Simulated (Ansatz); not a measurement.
# LiCl: the band gap up the ladder of functionals

An exercise on one series of results from a longer session: the logs are not shown, and one member is left open.

Program: Ansatz 0.2.0. PAW datasets, plane waves. No spin polarisation and no zero-point or thermal motion; the cell was built from a prototype and may be hypothetical.

## Starting point

The cell was relaxed beforehand with r2SCAN.

It is hexagonal, P6_3mc (No. 186); a = 3.894 Å, c = 6.224 Å in the conventional setting, 20.44 Å³ an atom. Li has 4 Cl at 2.37 Å; Cl has 4 Li at 2.37 Å.

The structure in full:

```
Li Cl
1.0
     3.89418    0.00000    0.00000
    -1.94709    3.37246    0.00000
     0.00000    0.00000    6.22446
Li Cl
2 2
Cartesian
  0.0000 2.2483 -0.0195
  1.9471 1.1242 3.0928
  0.0000 2.2483 2.3536
  1.9471 1.1242 5.4659
```

Set-up of the first run:

The input, input.yaml:

```yaml
crystal:
  lattice:
    - [3.8941841411, 0.0, 0.0]
    - [-1.9470920706, 3.3724623933, 0.0]
    - [0.0, 0.0, 6.2244571758]
  atoms:
    - { symbol: Li, position: [0.3333333333, 0.6666666667, -0.003127083] }
    - { symbol: Li, position: [0.6666666667, 0.3333333333, 0.496872917] }
    - { symbol: Cl, position: [0.3333333333, 0.6666666667, 0.378127083] }
    - { symbol: Cl, position: [0.6666666667, 0.3333333333, 0.878127083] }
kpoints:
  mp_grid: { grid: [12, 12, 4] }
  band_path:
    path:
      - [[0.0, 0.0, 0.0], [0.5, -3.049507469581e-17, -1.27392876054e-35], [0.3333333333333, 0.3333333333333, -1.759547660631e-35], [0.0, 0.0, 0.0], [7.240760920847e-53, -6.190775541753e-52, 0.5], [0.5, -3.049507469581e-17, 0.5], [0.3333333333333, 0.3333333333333, 0.5], [7.240760920847e-53, -6.190775541753e-52, 0.5]]
      - [[0.5, -3.049507469581e-17, 0.5], [0.5, -3.049507469581e-17, -1.27392876054e-35]]
      - [[0.3333333333333, 0.3333333333333, 0.5], [0.3333333333333, 0.3333333333333, -1.759547660631e-35]]
    npoints: 10
hamiltonian:
  xc: pbe
scf:
  occupations: { method: fermi_dirac, width: 0.02 }
  n_extra_bands: 5
output:
  forces: true
  stress: true
  eigenvalues: true
```

The run is started by

```
$ ansatz run input.yaml --threads 2 --pin off --max-ram 2211MiB --backend cpu --events-out ev --progress --plain --runs-dir out
```

Among the steps run: PBE band path; r2SCAN at the same geometry; Single point with HSE06; PBE0 at the same geometry; Single point with LDA; Quasiparticle levels, G0W0@PBE; Single point with DDH-PBE0; LC-ωPBE at the same geometry; r2SCAN0.

One table of the session follows, with a row left open; its other results are not shown here.

```
                     level  gap (eV)
                       PBE         ?
                    r2SCAN      6.68
                     HSE06      7.35
                      PBE0      8.08
                       LDA      5.60
G0W0@PBE (244 empty bands)      8.67
G0W0@PBE (605 empty bands)      8.83
                  DDH-PBE0      9.37
                   LC-ωPBE     12.69
                   r2SCAN0      8.43
```

Estimate the missing values for PBE.

The run gave: gap (eV): 6.02. In the column «gap (eV)» it lies between LDA (5.60) and r2SCAN (6.68).

Meshes: PBE 12×12×4, r2SCAN 12×12×4, HSE06 6×6×4, PBE0 6×6×4, LDA 12×12×4, DDH-PBE0 6×6×4, LC-ωPBE 6×6×4, r2SCAN0 6×6×4.

In words: The gap runs from 5.60 eV (LDA) to 12.69 eV (LC-ωPBE). Against G0W0@PBE, PBE is short by 2.81 eV, at 68 % of it, and r2SCAN 76 %. PBE0 lies 0.73 eV above HSE06, which differs from it by screening the long-range exchange. G0W0 here is at a finite number of bands, screening cutoff and k mesh, not at the basis limit.

Limits of these values: Warnings in the runs' records: stress scf threshold loose, stress exchange threshold loose.
